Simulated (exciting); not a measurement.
CdTe:

```
Te Cd
1.0
     0.00000    3.20500    3.20500
     3.20500    0.00000    3.20500
     3.20500    3.20500    0.00000
Te Cd
1 1
Direct
  0.25000 0.25000 0.25000
  0.00000 0.00000 0.00000
```

Base run:

```yaml
Program: exciting (release sodium)
Functional: PBE
Potentials_or_basis: all-electron LAPW+lo, shipped species files, valence relativity iora*
rgkmax: 9
k_mesh: 7 × 7 × 7
Occupations: gaussian, width 0.05 eV
Spin: no spin polarisation
```

Its results: band gap on the k mesh 0.87 eV, direct.

The run is repeated on the same cell with these changes: functional from PBE to LDA. What comes out?

Band gap on the k mesh 0.61 eV, direct.

Caveats: spin-orbit coupling is left out, which moves the levels of the heavy elements; an odd mesh through Γ misses points on the zone boundary, where band edges often lie.

Not every run made on this cell is shown here.
